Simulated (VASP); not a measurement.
Write the native input for VASP 6.6.1 that does the following.

* Task: relaxation of cell and atoms
* Functional: r2SCAN
* Potentials or basis: VASP PAW PBE potentials, release 64 (Ba_sv, Ti_sv, O)
* Cutoff: 520 eV
* k mesh: 8 × 8 × 8
* Occupations: gaussian, width 0.02 eV
* Spin: no spin polarisation
* Further INCAR settings: ALGO = Normal; EDIFF = 1e-07; IBRION = 2; EDIFFG = -0.002; NSW = 80; ISIF = 3

The structure of BaTiO3 lies in POSCAR:

```
BaTiO3
1.0
    3.9855000000      0.0000000000      0.0000000000
    0.0000000000      2.8369000000      2.8451500000
    0.0000000000     -2.8369000000      2.8451500000
Ba Ti O
1 1 3
Direct
    0.0000000000      0.0000000000      0.0000000000
    0.5000000000      0.5124000000      0.5124000000
    0.0000000000      0.4874000000      0.4874000000
    0.5000000000      0.5052400000      0.9918400000
    0.5000000000      0.9918400000      0.5052400000
```

One way to write it, as run:

INCAR

```
ALGO     = Normal         # electronic algorithm
EDIFF    = 1E-7           # SCF threshold, eV
EDIFFG   = -0.002         # ionic threshold
ENCUT    = 520            # plane-wave cutoff, eV
IBRION   = 2              # ionic algorithm
ISIF     = 3              # what is computed and relaxed
ISMEAR   = 0              # smearing method
KPAR     = 8            
LASPH    = True           # aspherical terms in the spheres
LCHARG   = False          # write CHGCAR
LMIXTAU  = True         
LREAL    = False          # projectors in reciprocal space
LWAVE    = False          # write WAVECAR
METAGGA  = R2SCAN         # meta-GGA
NELM     = 60             # most SCF steps
NSW      = 80             # ionic steps
PREC     = Accurate       # precision mode
SIGMA    = 0.02           # smearing width, eV
```

KPOINTS

```
k-points
0
Gamma
  8 8 8
```

Potentials or basis: VASP PAW PBE potentials, release 64 (Ba_sv, Ti_sv, O).

Command:

```console
$ cat potpaw_PBE.64/Ba_sv/POTCAR potpaw_PBE.64/Ti_sv/POTCAR potpaw_PBE.64/O/POTCAR > POTCAR
$ mpirun -np 8 vasp_std > vasp.out
```

It gave:

```json
{"Relaxed volume": "13.14 Å³/atom", "Relaxed cell": "a = 3.980 Å, b = 4.063 Å, c = 4.063 Å, α = 89.71°, β = 90.00°, γ = 90.00°", "Space group after relaxing (to 0.05 Å)": "Amm2 (No. 38)", "Energy gained by relaxing": "7.1 meV/atom", "Ionic steps": "31", "Pressure after relaxing": "0.0 GPa", "Band gap on the k mesh": "2.57 eV, indirect (least direct gap 3.03 eV)"}
```

Caveat: the PAW data sets were made with another functional, which shifts forces and pressure a little; spin-orbit coupling is left out, which moves the levels of the heavy elements.

Wall time 50 min on 8 MPI ranks on AMD EPYC 7R43 64-Core Processor (Zen 3), with other jobs on the host, peak memory 0.27 GiB a rank.
